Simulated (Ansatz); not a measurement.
The system is Gd.

```
CELL_PARAMETERS angstrom
3.63600 0.00000 0.00000
-1.81800 3.14887 0.00000
0.00000 0.00000 5.78260
ATOMIC_POSITIONS crystal
Gd 0.66667 0.33333 0.75000
Gd 0.33333 0.66667 0.25000
```

* Program: Ansatz 0.2.0
* Task: relaxation of cell and atoms
* Functional: BLYP
* Potentials or basis: Ansatz PAW
* Cutoff: 420 eV (not typed: the program's choice for these potentials)
* k mesh: 8 × 8 × 5
* Occupations: fermi-dirac, width 0.05 eV
* Spin: collinear spin, ferromagnetic start
* Starting moments: [7.0, 7.0] μB

At the start: volume 33.10 Å³/atom.

Task: How do energy, volume and symmetry change on relaxing?

Result: It ends after 4 steps and the volume is 34.82 Å³/atom (+5.2 %); space group P6_3/mmc (No. 194, to 0.05 Å); moment 14.96 μB per cell.

Step by step:
```
step  energy change (eV)  largest force (eV/Å)  volume (Å³)
   1              0.0000                0.0000        66.21
   2             -0.0172                0.0000        69.18
   3             -0.0174                0.0000        69.65
   4             -0.0184                0.0000        69.65
```

Final structure:
```xyz
2
Lattice="3.6937 0.0000 0.0000 -1.8469 3.1989 0.0000 0.0000 0.0000 5.8946" Properties=species:S:1:pos:R:3 pbc="T T T"
Gd    1.8469    1.0663    4.4210
Gd    0.0000    2.1326    1.4737
```

Caveat: the plane-wave basis is chosen anew once the cell has moved, so the energies of steps on either side of that aren't comparable; the PAW data sets come from PBE, with cores solved anew for the run's functional, which leaves a small shift of forces and pressure.
